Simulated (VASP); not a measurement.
# Ir: relaxation of cell and atoms with PBEsol

Ir:

```
Ir
1.0
     0.00000    1.92696    1.92696
     1.92696    0.00000    1.92696
     1.92696    1.92696    0.00000
Ir
1
Direct
  0.00000 0.00000 0.00000
```

```yaml
Program: VASP 6.6.1
Task: relaxation of cell and atoms
Functional: PBEsol
Potentials_or_basis: VASP PAW PBE potentials, release 64 (Ir)
Cutoff: 600 eV
k_mesh: 6 × 6 × 6
Occupations: gaussian, width 0.1 eV
Spin: no spin polarisation
Further_INCAR_settings: ALGO = Normal; EDIFF = 1e-07; IBRION = 2; EDIFFG = -0.005; NSW = 90; ISIF = 3
```

- Relaxed volume: 14.12 Å³/atom
- Relaxed cell: a = 2.713 Å, b = 2.713 Å, c = 2.713 Å, α = 60.00°, β = 60.00°, γ = 60.00°
- Space group after relaxing (to 0.05 Å): Fm-3m (No. 225)
- Energy gained by relaxing: 3.2 meV/atom
- Ionic steps: 4
- Pressure after relaxing: 0.0 GPa
- Band gap on the k mesh: none (metal or under the smearing width)

The path:
```csv
step,energy change (eV),largest force (eV/Å),pressure (GPa),volume (Å³)
1,0.0000,0.0000,-5.13,14.31
2,0.0484,0.0000,23.79,13.38
3,-0.0032,0.0000,-0.11,14.12
4,-0.0032,0.0000,-0.01,14.12
```

Final structure:
```
Ir
1.0
     0.00000    1.91823    1.91823
     1.91823    0.00000    1.91823
     1.91823    1.91823    0.00000
Ir
1
Cartesian
  1.9182 0.0000 1.9182
```

Levels at points of the mesh, in eV from the Fermi level:
```csv
k point,band 1,band 2,band 3,band 4,band 5,band 6,band 7,band 8
"(0.00, 0.00, 0.00)",-10.76,-3.48,-3.48,-3.48,-0.77,-0.77,14.78,20.35
"(0.50, 0.00, 0.00)",-7.72,-3.58,-3.58,-0.37,1.34,1.34,7.69,14.30
"(0.50, 0.50, 0.00)",-7.53,-6.95,1.31,1.92,1.92,2.10,10.93,12.12
```

It took 6.6 s on 1 thread of Intel(R) Xeon(R) 6975P-C (Granite Rapids), on a shared host, peak memory 0.15 GiB.

Caveat: the k mesh is coarse (spacing up to 0.47 Å⁻¹), so the values aren't converged; the PAW data sets were made with another functional, which shifts forces and pressure a little. The run has no spin-orbit coupling, so splittings on Ir are missing.
